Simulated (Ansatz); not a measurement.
**HfB: strain energy, fitted**

HfB, Fm-3m, a = 4.834 Å. The structure is a COD entry; whether it is the stable form wasn't checked. Ansatz: PBE, PAW, 420 eV, Γ-centred 12×12×10 mesh on 4 atoms, Gaussian smearing 0.10 eV; no spin polarisation. Series: equal strain along all axes, cell held, atoms fixed by symmetry; x is the strain in per cent. y is the free energy over the unstrained cell, V0 = 14.118 Å³/atom.

```
x (%) y (meV/atom)
 -4.5             ?
 -3.0         66.10
 -1.5         15.85
  0.0          0.00
  1.5         14.46
  3.0         55.57
  4.5        120.04
```

Problem. Fit y = c2 x² + c3 x³ to the other rows, turn c2 into a modulus, and predict the missing energy.

Solution. Least squares on the rows shown. y = 6.7708 x² − 0.18850 x³. In eV per unit strain² c2 is 67.71; the stiffness is B for this strain (E = 9/2 B V0 ε², shape held): 2 × 67.71 × 160.2 / (9 × 14.118) = 171 GPa. At x = -4.5 the fit asked for gives 154.29 meV/atom. The run gave 155.26 meV/atom, so the fit is 0.97 meV/atom too low, 0.62 % of the span of the series, against an rms of 0.15 meV/atom on the fitted rows. The row lies outside the fitted range. With a term in x⁴ added, a fit to the same known rows predicts 155.60 meV/atom, so most of the miss is curvature that the known rows already hold.

Spin–orbit coupling is left out, which can shift energies with elements as heavy as these.